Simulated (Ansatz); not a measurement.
# Ligand exchange: C2H5BrMg + CHF3 → C2H5FMg + CHBrF2

Species: C2H5BrMg `C[CH2][Mg][Br]`, singlet; CHF3 (trifluoromethane) `FC(F)F`, singlet; C2H5FMg `C[CH2][Mg][F]`, singlet; CHBrF2 (bromodifluoromethane) `FC(F)Br`, singlet. The partners trade Br for F: Mg–Br and C–F bonds give way to Mg–F and C–Br.

Shapes, held fixed at every level: PBE0-D4/def2-TZVP. Programs: Ansatz 0.2.0. The zero-point and thermal change to 298 K, harmonic and unscaled (PBE0-D4/def2-TZVP), is -3.9 kJ/mol.

**Question.** Estimate ΔH(298 K) of this reaction.

**Answer.** The highest level, CCSD(T)/def2-TZVPP, gives ΔH(298 K) = +67.8 kJ/mol; the levels span +56.5 to +85.8. The column of differences is taken from that level and isn't an error. No measured value is set beside it here. Relativity is left out for Br unless named. Correlated rows may include outer-core shells of Br, Mg, which these sets cover unevenly. Times are processor times on shared x86 and Arm servers, and rough.

```
               level                    kind  ΔH(298 K) (kJ/mol)  less CCSD(T)/def2-TZVPP  CPU time (sum over the molecules)
r2SCAN-D4/def2-TZVPP                meta-GGA               +66.3                     -1.5                               39 s
 B3LYP-D4/def2-TZVPP           global hybrid               +56.5                    -11.3                               35 s
  PBE0-D4/def2-TZVPP           global hybrid               +69.1                     +1.3                               23 s
  wB97X-V/def2-TZVPP  range-separated hybrid               +67.8                      0.0                               63 s
   B2PLYP/def2-TZVPP           double hybrid               +61.5                     -6.3                               42 s
        MP2/def2-SVP     perturbation theory               +82.1                    +14.3                                  –
    CCSD(T)/def2-SVP   coupled cluster or CI               +85.8                    +18.0                               39 s
  CCSD(T)/def2-TZVPP   coupled cluster or CI               +67.8                      0.0                            9.3 min
```

The exchange is clearly endothermic at every level. Magnesium does gain from swapping bromide for the smaller, harder fluoride, whose bond to it is shorter and more ionic, but this doesn't repay the loss of a very strong C–F bond for a much weaker C–Br bond. Trifluoromethane makes that loss especially costly, because fluorines on the same carbon strengthen one another's bonds through lone-pair donation into neighbouring C–F σ* orbitals. A monofluoroalkane would therefore probably resist the exchange less.

Enlarging the basis lowers the CCSD(T) value from +85.8 to +67.8 kJ/mol, whereas MP2 and CCSD(T) lie close together in the small set. The small basis probably underbinds the fluoride-like, electron-rich fluorine on magnesium more than the covalently bound one in trifluoromethane. With so large a basis effect, the exact match of wB97X-V to the highest level is no proof of its accuracy. In ether, coordination and aggregation of the magnesium species could shift the balance, so the gas-phase enthalpy doesn't settle the direction of exchange in a Grignard solution.
